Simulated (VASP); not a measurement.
# Cu (Cmcm) in VASP: further runs

One crystal, Cu, is run at these levels: LDA, PBE+D3, PBE+D3(BJ), PBE+D4, PBE+TS; tasks: relaxation of cell and atoms.

Program: VASP 6.6.1. These are calculated values, not measurements. Logs are shortened: lines on timing, memory, paths and dates and some standing lists are left out, and cuts for length are marked.

### Step 1. The structure

It takes space group Cmcm (No. 63, orthorhombic). The conventional cell has a = 2.437 Å, b = 7.953 Å, c = 2.475 Å, α = 90.00°, β = 90.00°, γ = 90.00°. Cu (site symmetry m2m) has 10 Cu at 2.44 to 2.54 Å as nearest neighbours.

This isn't the form of Cu at room conditions, which is fcc.

### Step 2. Relaxation of cell and atoms, LDA

Contents of INCAR:

```
SYSTEM = Cu
ALGO = Normal ; EDIFF = 1E-6
EDIFFG = -0.02 ; ENCUT = 600
IBRION = 2 ; ISIF = 3
ISMEAR = -1 ; LASPH = .TRUE.
LCHARG = .FALSE. ; LREAL = .FALSE.
LWAVE = .FALSE. ; NELM = 100
NSW = 60 ; PREC = Accurate
SIGMA = 0.05
```

Contents of KPOINTS:

```
k-points
0
G
  10 10 10
  0 0 0
```

Contents of POSCAR:

```
Cu
1.0
    1.2184636900     -3.9763780104      0.0000000000
    1.2184636900      3.9763780104      0.0000000000
    0.0000000000      0.0000000000      2.4754955235
Cu
2
Direct
    0.8661333500      0.1338666500      0.7500000000
    0.1338666500      0.8661333500      0.2500000000
```

Potentials or basis: VASP PAW LDA potentials, release 64 (Cu).

Launch:

```console
$ cat potpaw_LDA.64/Cu/POTCAR > POTCAR
$ mpirun -np 1 vasp_std > vasp.out
```

OUTCAR:

```text
SYSTEM = Cu
   EDIFF = 1E-6
   EDIFFG = -0.02
   ENCUT = 600
   IBRION = 2
   ISIF = 3
   ISMEAR = -1
   LASPH = .TRUE.
   LREAL = .FALSE.
   NELM = 100
   NSW = 60
   PREC = Accurate

 ion  position               nearest neighbor table
   1  0.866  0.134  0.750-   2 2.46   2 2.46   2 2.54   2 2.54   2 2.54   2 2.54
   2  0.134  0.866  0.250-   1 2.46   1 2.46   1 2.54   1 2.54   1 2.54   1 2.54

  LATTYP: Found a base centered orthorhombic cell.
 ALAT       =     2.4369273800
 B/A-ratio  =     3.2634357864
 C/A-ratio  =     1.0158265461

  Lattice vectors:

 A1 = (   1.2184636900,  -3.9763780104,   0.0000000000)
 A2 = (   1.2184636900,   3.9763780104,   0.0000000000)
 A3 = (   0.0000000000,   0.0000000000,   2.4754955235)

Analysis of symmetry for initial positions (statically):
=====================================================================
 Subroutine PRICEL returns:
 Original cell was already a primitive cell.

 Routine SETGRP: Setting up the symmetry group for a
 base centered orthorhombic supercell.

 Subroutine GETGRP returns: Found  8 space group operations
 (whereof  4 operations were pure point group operations)
 out of a pool of  8 trial point group operations.

The static configuration has the point symmetry C_2h.
 The point group associated with its full space group is D_2h.

Analysis of symmetry for dynamics (positions and initial velocities):
=====================================================================
 Subroutine PRICEL returns:
 Original cell was already a primitive cell.

 Routine SETGRP: Setting up the symmetry group for a
 base centered orthorhombic supercell.

 Subroutine GETGRP returns: Found  8 space group operations
 (whereof  4 operations were pure point group operations)
 out of a pool of  8 trial point group operations.

The dynamic configuration has the point symmetry C_2h.
 The point group associated with its full space group is D_2h.

 Subroutine INISYM returns: Found  8 space group operations
 (whereof  4 operations are pure point group operations),
 and found     1 'primitive' translations

----------------------------------------------------------------------------------------

                                     Primitive cell

  volume of cell :      23.9879

  direct lattice vectors                    reciprocal lattice vectors
     1.218463690 -3.976378010  0.000000000     0.410352811 -0.125742572  0.000000000
     1.218463690  3.976378010  0.000000000     0.410352811  0.125742572  0.000000000
     0.000000000  0.000000000  2.475495523     0.000000000  0.000000000  0.403959527

  length of vectors
     4.158874348  4.158874348  2.475495523     0.429186001  0.429186001  0.403959527

  position of ions in fractional coordinates (direct lattice)
     0.866133350  0.133866650  0.750000000
     0.133866650  0.866133350  0.250000000

  ion indices of the primitive-cell ions
   primitive index   ion index
                 1           1
                 2           2

----------------------------------------------------------------------------------------

 KPOINTS: k-points

Automatic generation of k-mesh.
 Grid dimensions read from file:
 generate k-points for:   10   10   10

 Generating k-lattice:

  Cartesian coordinates                     Fractional coordinates (reciprocal lattice)
     0.041035281 -0.012574257  0.000000000     0.100000000 -0.000000000  0.000000000
     0.041035281  0.012574257  0.000000000    -0.000000000  0.100000000  0.000000000
     0.000000000  0.000000000  0.040395953     0.000000000  0.000000000  0.100000000

  Length of vectors
     0.042918600  0.042918600  0.040395953

  Shift w.r.t. Gamma in fractional coordinates (k-lattice)
     0.000000000  0.000000000  0.000000000

 Subroutine IBZKPT returns following result:
 ===========================================

 Found    186 irreducible k-points:

 Following reciprocal coordinates:
            Coordinates               Weight
  0.000000  0.000000  0.000000      1.000000
  0.100000  0.000000  0.000000      4.000000
  0.200000  0.000000  0.000000      4.000000
  0.300000  0.000000  0.000000      4.000000
  0.400000  0.000000  0.000000      4.000000
  0.500000  0.000000  0.000000      2.000000
[... 16 lines left out ...]
  0.300000  0.300000  0.000000      2.000000
  0.400000  0.300000  0.000000      4.000000
 [... further k-points ...]
   k-points           NKPTS =    186   k-points in BZ     NKDIM =    186   number of bands    NBANDS=     15
   number of dos      NEDOS =    301   number of ions     NIONS =      2
   total plane-waves  NPLWV =  25920
   dimension x,y,z NGX =    36 NGY =   36 NGZ =   20
   dimension x,y,z NGXF=    72 NGYF=   72 NGZF=   40
   ions per type =               2
   NGX,Y,Z   is equivalent  to a cutoff of  14.39, 14.39, 13.43 a.u.
   NGXF,Y,Z  is equivalent  to a cutoff of  28.78, 28.78, 26.86 a.u.
 SYSTEM =  Cu
   PREC   = accura    normal or accurate (medium, high low for compatibility)
   ISTART =      0    job   : 0-new  1-cont  2-samecut
   ICHARG =      2    charge: 1-file 2-atom 10-const
   ISPIN  =      1    spin polarized calculation?
   LNONCOLLINEAR =      F non collinear calculations
   LSORBIT =      F    spin-orbit coupling
   LASPH  =      T    aspherical Exc in radial PAW
   ENCUT  =  600.0 eV  44.10 Ry    6.64 a.u.   8.31  8.31  4.94*2*pi/ulx,y,z
   NELM   =    100;   NELMIN=  2; NELMDL= -5     # of ELM steps
   EDIFF  = 0.1E-05   stopping-criterion for ELM
   LREAL  =      F    real-space projection
   EDIFFG = -.2E-01   stopping-criterion for IOM
   NSW    =     60    number of steps for IOM
   IBRION =      2    ionic relax: 0-MD 1-quasi-New 2-CG
   NFREE  =      1    steps in history (QN), initial steepest desc. (CG)
   ISIF   =      3    stress and relaxation
   ISYM   =      2    0-nonsym 1-usesym 2-fastsym
   POTIM  = 0.5000    time-step for ionic-motion
   TEBEG  =    0.0;   TEEND  =   0.0 temperature during run
   PSTRESS=    0.0 pullay stress
   NELECT =      22.0000    total number of electrons
   NUPDOWN=      -1.0000    fix difference up-down
   EMIN   =  10.00;   EMAX   =-10.00  energy-range for DOS
   EFERMI =   0.00;   METHOD = LEGACY
   ISMEAR =    -1;   SIGMA  =   0.05  broadening in eV -4-tet -1-fermi 0-gaus
   EFERMI_NEDOS =   21; number of points for ismear=-14 and -15
   IALGO  =     38    algorithm
   IMIX   =      4    mixing-type and parameters
     AMIX     =   0.40;   BMIX     =  1.00
     AMIX_MAG =   1.60;   BMIX_MAG =  1.00
  volume/ion in A,a.u.               =      11.99        80.94
  Fermi-wavevector in a.u.,A,eV,Ry     =   1.590566  3.005733 34.421366  2.529899
  Thomas-Fermi vector in A             =   2.689241
   LORBIT       =      0    0 simple, 1 ext, 2 COOP (PROOUT), +10 PAW based schemes
   GGA     = CA    functional components
   LHFCALC =     F    Hartree Fock is set to
   AEXX    =    0.0000 exact exchange contribution
   IVDW    =     0    specifies the selected vdW correction
   LEPSILON=     F    determine dielectric tensor
   LRPA    =     F    only Hartree local field effects (RPA)
 conjugate gradient relaxation of ions
 non-spin polarized calculation
  energy-cutoff  :      600.00
  volume of cell :       23.99
 maximum number of plane-waves:       814
 NGX is ok and might be reduce to    36
   NGX = 17   NGY = 17   NGZ =  9

--------------------------------------- Ionic step        1  -------------------------------------------

 number of electron      22.0000013 magnetization

 Free energy of the ion-electron system (eV)
  ---------------------------------------------------
  ext. energy  EPLUGINS =         0.00000000
  ---------------------------------------------------
  free energy    TOTEN  =        -9.07371208 eV

  energy without entropy =       -9.06920026  energy(sigma->0) =       -9.07145617

------------------------ aborting loop because EDIFF is reached ----------------------------------------

  FORCE on cell =-STRESS in cart. coord.  units (eV):
  Direction    XX          YY          ZZ          XY          YZ          ZX
  --------------------------------------------------------------------------------------
  -------------------------------------------------------------------------------------
  Total       -0.9112599     -1.1511269     -1.0014472      0.0000000      0.0000000      0.0000000
  in kB      -60.8639921    -76.8849601    -66.8876977      0.0000000      0.0000000      0.0000000
  external PRESSURE =     -68.2122166 kB  Pullay stress =       0.0000000 kB
[... 165 lines left out ...]
  energy  without entropy=       -9.0942992515  energy(sigma->0) =       -9.09625585

--------------------------------------- Ionic step        6  -------------------------------------------

 number of electron      22.0000006 magnetization

 Free energy of the ion-electron system (eV)
  ---------------------------------------------------
  ext. energy  EPLUGINS =         0.00000000
  ---------------------------------------------------
  free energy    TOTEN  =        -9.09824147 eV

  energy without entropy =       -9.09436809  energy(sigma->0) =       -9.09630478

 E-fermi :   7.7011     XC(G=0): -13.2376

 val. band max:        7.6907364953   @ k =   0.0000   0.0000   0.5000
 cond. band min:       7.7292031494   @ k =  -0.4000   0.3000   0.3000
 fundamental gap:      0.0384666541
 Fermi energy:         7.7010716721

 k-point     1 :       0.0000    0.0000    0.0000
  band No.  band energies     occupation
      1      -1.8624      2.00000
      2       2.4555      2.00000
      3       3.2450      2.00000
      4       3.7545      2.00000
      5       4.4784      2.00000
      6       4.8112      2.00000
      7       5.2496      2.00000
      8       5.5751      2.00000
      9       5.7887      2.00000
     10       5.9394      2.00000
     11       6.2080      2.00000
     12       7.6476      1.48934
     13      12.8418      0.00000
     14      22.6766      0.00000
     15      26.5468      0.00000
[... 397 lines left out ...]
 k-point    24 :       0.4000    0.3000    0.0000
  band No.  band energies     occupation
      1       1.7891      2.00000
      2       2.3144      2.00000
      3       3.7951      2.00000
      4       4.0197      2.00000
      5       4.2269      2.00000
      6       4.8938      2.00000
      7       5.1516      2.00000
      8       5.3834      2.00000
      9       5.5271      2.00000
     10       5.5396      2.00000
     11       5.8608      2.00000
     12       6.5325      2.00000
     13      13.4233      0.00000
     14      22.0300      0.00000
     15      22.6606      0.00000

 [... further k-points ...]
[... 5 lines left out ...]
  --------------------------------------------------------------------------------------
  -------------------------------------------------------------------------------------
  Total       -0.0223004     -0.0266859     -0.0063149      0.0000000      0.0000000      0.0000000
  in kB       -1.5579241     -1.8643042     -0.4411662      0.0000000      0.0000000      0.0000000
  external PRESSURE =      -1.2877982 kB  Pullay stress =       0.0000000 kB
[... 17 lines left out ...]
  FREE ENERGIE OF THE ION-ELECTRON SYSTEM (eV)
  ---------------------------------------------------
  free  energy   TOTEN  =        -9.0982414686 eV

  energy  without entropy=       -9.0943680885  energy(sigma->0) =       -9.09630478

 reached required accuracy - stopping structural energy minimisation
```

It took 2.4 min on 1 thread of Intel Xeon Platinum 8488C (Sapphire Rapids), shared host; peak memory 0.2 GiB.

What came out:

| Item | Value |
| --- | --- |
| Free energy | -9.0982 eV |
| Relaxed volume | 11.47 Å³/atom |
| Relaxed cell | a = 4.083 Å, b = 4.083 Å, c = 2.445 Å, α = 90.00°, β = 90.00°, γ = 145.76° |
| Space group after relaxing (to 0.05 Å) | Cmcm (No. 63) |
| Energy gained by relaxing | 12.3 meV/atom |
| Ionic steps | 6 |
| Pressure after relaxing | -0.1 GPa |
| Largest force after relaxing | 0.011 eV/Å |
| Band gap on the k mesh | none (metal or under the smearing width) |

Forces on the atoms (eV/Å):
```
Cu   0.000  0.011  0.000
Cu   0.000 -0.011  0.000
```

Step by step:
```tsv
step	energy change (eV)	largest force (eV/Å)	pressure (GPa)	volume (Å³)
1	0.0000	0.0418	-6.82	23.99
2	-0.0135	0.0840	5.37	22.26
3	-0.0244	0.0305	0.16	22.92
4	-0.0244	0.0287	-0.12	22.94
5	-0.0245	0.0052	-0.14	22.94
6	-0.0245	0.0114	-0.13	22.93
```

Final structure:
```cif
data_structure
_symmetry_space_group_name_H-M 'P 1'
_symmetry_Int_Tables_number 1
_cell_length_a 4.0833
_cell_length_b 4.0833
_cell_length_c 2.4446
_cell_angle_alpha 90.000
_cell_angle_beta 90.000
_cell_angle_gamma 145.760
_cell_volume 22.93
loop_
_atom_site_label
_atom_site_type_symbol
_atom_site_fract_x
_atom_site_fract_y
_atom_site_fract_z
_atom_site_occupancy
Cu1 Cu 0.86626 0.13374 0.75000 1
Cu2 Cu 0.13374 0.86626 0.25000 1
```

### Step 3. Relaxation of cell and atoms, PBE+D3

Contents of INCAR:

```
SYSTEM = Cu
PREC     = Accurate       ! precision mode
ENCUT    = 600            ! plane-wave cutoff, eV
EDIFF    = 1E-6           ! SCF threshold, eV
ISMEAR   = -1             ! smearing method
SIGMA    = 0.05           ! smearing width, eV
LREAL    = .FALSE.        ! projectors in reciprocal space
LASPH    = .TRUE.         ! aspherical terms in the spheres
NELM     = 60             ! most SCF steps
ALGO     = Fast           ! electronic algorithm
ISIF     = 3              ! what is computed and relaxed
LWAVE    = .FALSE.        ! write WAVECAR
LCHARG   = .FALSE.        ! write CHGCAR
GGA      = PE             ! functional
IVDW     = 11             ! dispersion correction
IBRION   = 2              ! ionic algorithm
NSW      = 40             ! ionic steps
EDIFFG   = -0.01          ! ionic threshold
```

Contents of KPOINTS:

```
Automatic mesh
0
G
  11 11 11
  0 0 0
```

POSCAR is that of step 2.

Potentials or basis: VASP PAW PBE potentials, release 64 (Cu).

Launch:

```console
$ cat potpaw_PBE.64/Cu/POTCAR > POTCAR
$ mpirun -np 1 vasp_std > vasp.out
```

It took 12 min on 1 thread of Intel Xeon Platinum 8559C (Emerald Rapids), shared host; peak memory 0.25 GiB.

The run converged. Its results:

```
Free energy                            : -8.1638 eV
Relaxed volume                         : 12.01 Å³/atom
Relaxed cell                           : a = 4.119 Å, b = 4.119 Å, c = 2.491 Å, α = 90.00°, β = 90.00°, γ = 145.37°
Space group after relaxing (to 0.05 Å) : Cmcm (No. 63)
Energy gained by relaxing              : 1.1 meV/atom
Ionic steps                            : 30
Pressure after relaxing                : 0.1 GPa
Largest force after relaxing           : 0.008 eV/Å
Band gap on the k mesh                 : none (metal or under the smearing width)
Dispersion energy per atom             : -0.504 eV
```

Forces on the atoms (eV/Å):
```
Cu   0.000 -0.008  0.000
Cu   0.000  0.008  0.000
```

Step by step:
| step | energy change (eV) | largest force (eV/Å) | pressure (GPa) | volume (Å³) |
| --- | --- | --- | --- | --- |
| 1 | 0.0000 | 0.0259 | 0.15 | 23.99 |
| 2 | -0.0016 | 0.0305 | -0.24 | 24.03 |
| 3 | -0.0019 | 0.0311 | -0.14 | 24.04 |
| 4 | -0.0019 | 0.0365 | -0.35 | 24.07 |
| 5 | -0.0020 | 0.0396 | -0.24 | 24.05 |
| 6 | -0.0020 | 0.0327 | 0.07 | 24.06 |
| 7 | -0.0020 | 0.0322 | -0.10 | 24.06 |
| 8 | -0.0020 | 0.0425 | 0.09 | 24.06 |
| 9 | -0.0021 | 0.0089 | -0.42 | 24.09 |
| 10 | -0.0021 | 0.0088 | 0.14 | 24.08 |
| 11 | -0.0021 | 0.0004 | -0.19 | 24.09 |
| 12 | -0.0022 | 0.0140 | -0.32 | 24.04 |
| 13 | -0.0016 | 0.0399 | 0.67 | 23.88 |
| 14 | -0.0022 | 0.0118 | 0.12 | 24.01 |
| 15 | -0.0022 | 0.0071 | 0.21 | 24.02 |
| 16 | -0.0022 | 0.0074 | 0.12 | 24.03 |
| 17 | -0.0022 | 0.0081 | -0.25 | 24.03 |
| 18 | -0.0022 | 0.0104 | -0.09 | 24.03 |
| 19 | -0.0022 | 0.0031 | 0.12 | 24.00 |
| 20 | -0.0022 | 0.0104 | 0.26 | 24.01 |
| 21 | -0.0022 | 0.0108 | 0.18 | 24.02 |
| 22 | -0.0022 | 0.0092 | -0.18 | 24.03 |
| 23 | -0.0022 | 0.0061 | -0.05 | 24.02 |
| 24 | -0.0022 | 0.0025 | 0.24 | 24.02 |
| 25 | -0.0022 | 0.0077 | -0.13 | 24.02 |
| 26 | -0.0022 | 0.0003 | 0.38 | 24.00 |
| 27 | -0.0022 | 0.0100 | 0.23 | 24.01 |
| 28 | -0.0022 | 0.0094 | -0.30 | 24.02 |
| 29 | -0.0022 | 0.0042 | 0.31 | 24.01 |
| 30 | -0.0022 | 0.0079 | 0.11 | 24.02 |

Final structure:
```
Cu
1.0
     1.22598   -3.93208    0.00000
     1.22598    3.93208    0.00000
     0.00000    0.00000    2.49087
Cu
2
Direct
  0.86556 0.13444 0.75000
  0.13444 0.86556 0.25000
```

Levels at points of the mesh, in eV from the Fermi level:
```csv
k point,band 8,band 9,band 10,band 11,band 12,band 13,band 14,band 15
"(0.00, 0.00, 0.00)",-2.07,-1.90,-1.74,-1.46,0.13,5.03,14.43,18.14
```

Caveat: pairwise dispersion overbinds metals, which lowers pressure and volume.

### Step 4. Relaxation of cell and atoms, PBE+D3(BJ)

INCAR, as its differences from that of step 3:

```diff
@@ -14,3 +14,3 @@
 GGA      = PE             ! functional
-IVDW     = 11             ! dispersion correction
+IVDW     = 12             ! dispersion correction
 IBRION   = 2              ! ionic algorithm
```

KPOINTS is that of step 3.

POSCAR is that of step 3.

Launch:

```console
$ cat potpaw_PBE.64/Cu/POTCAR > POTCAR
$ mpirun -np 1 vasp_std > vasp.out
```

Run time: 7.7 min. Hardware: 1 thread of Intel Xeon Platinum 8559C (Emerald Rapids), shared host; peak memory 0.24 GiB.

Results (log left out):

| Item | Value |
| --- | --- |
| Free energy | -8.3042 eV |
| Relaxed volume | 11.93 Å³/atom |
| Relaxed cell | a = 4.140 Å, b = 4.140 Å, c = 2.479 Å, α = 90.00°, β = 90.00°, γ = 145.84° |
| Space group after relaxing (to 0.05 Å) | Cmcm (No. 63) |
| Energy gained by relaxing | 0.4 meV/atom |
| Ionic steps | 18 |
| Pressure after relaxing | 0.1 GPa |
| Band gap on the k mesh | none (metal or under the smearing width) |
| Dispersion energy per atom | -0.577 eV |

Forces in eV/Å, atoms in the order of the input:
```
Cu   0.000  0.003  0.000
Cu   0.000 -0.003  0.000
```

The path:
| step | energy change (eV) | largest force (eV/Å) | pressure (GPa) | volume (Å³) |
| --- | --- | --- | --- | --- |
| 1 | 0.0000 | 0.0537 | -0.67 | 23.99 |
| 2 | -0.0007 | 0.0100 | 0.12 | 23.81 |
| 3 | -0.0007 | 0.0103 | 0.59 | 23.81 |
| 4 | -0.0005 | 0.0052 | -0.83 | 23.96 |
| 5 | -0.0007 | 0.0099 | 0.02 | 23.86 |
| 6 | -0.0007 | 0.0046 | -0.03 | 23.87 |
| 7 | -0.0007 | 0.0048 | -0.77 | 23.87 |
| 8 | -0.0006 | 0.0074 | 0.68 | 23.76 |
| 9 | -0.0007 | 0.0087 | 0.23 | 23.84 |
| 10 | -0.0007 | 0.0070 | 0.15 | 23.85 |
| 11 | -0.0007 | 0.0069 | 0.09 | 23.86 |
| 12 | -0.0007 | 0.0066 | 0.03 | 23.86 |
| 13 | -0.0007 | 0.0061 | -0.02 | 23.87 |
| 14 | -0.0007 | 0.0057 | -0.11 | 23.86 |
| 15 | -0.0007 | 0.0057 | 0.01 | 23.86 |
| 16 | -0.0007 | 0.0001 | -0.21 | 23.86 |
| 17 | -0.0007 | 0.0101 | -0.21 | 23.87 |
| 18 | -0.0008 | 0.0026 | 0.09 | 23.86 |

Final structure:
```cif
data_structure
_symmetry_space_group_name_H-M 'P 1'
_symmetry_Int_Tables_number 1
_cell_length_a 4.1404
_cell_length_b 4.1404
_cell_length_c 2.4793
_cell_angle_alpha 90.000
_cell_angle_beta 90.000
_cell_angle_gamma 145.843
_cell_volume 23.86
loop_
_atom_site_label
_atom_site_type_symbol
_atom_site_fract_x
_atom_site_fract_y
_atom_site_fract_z
_atom_site_occupancy
Cu1 Cu 0.86655 0.13345 0.75000 1
Cu2 Cu 0.13345 0.86655 0.25000 1
```

Levels at points of the mesh, in eV from the Fermi level:
| k point | band 7 | band 8 | band 9 | band 10 | band 11 | band 12 | band 13 | band 14 | band 15 |
| --- | --- | --- | --- | --- | --- | --- | --- | --- | --- |
| (0.00, 0.00, 0.00) | -2.36 | -2.07 | -1.87 | -1.73 | -1.47 | -0.04 | 4.89 | 14.62 | 18.51 |

Caveat: pairwise dispersion overbinds metals, which lowers pressure and volume.

(Continued in part 2 of 2.)
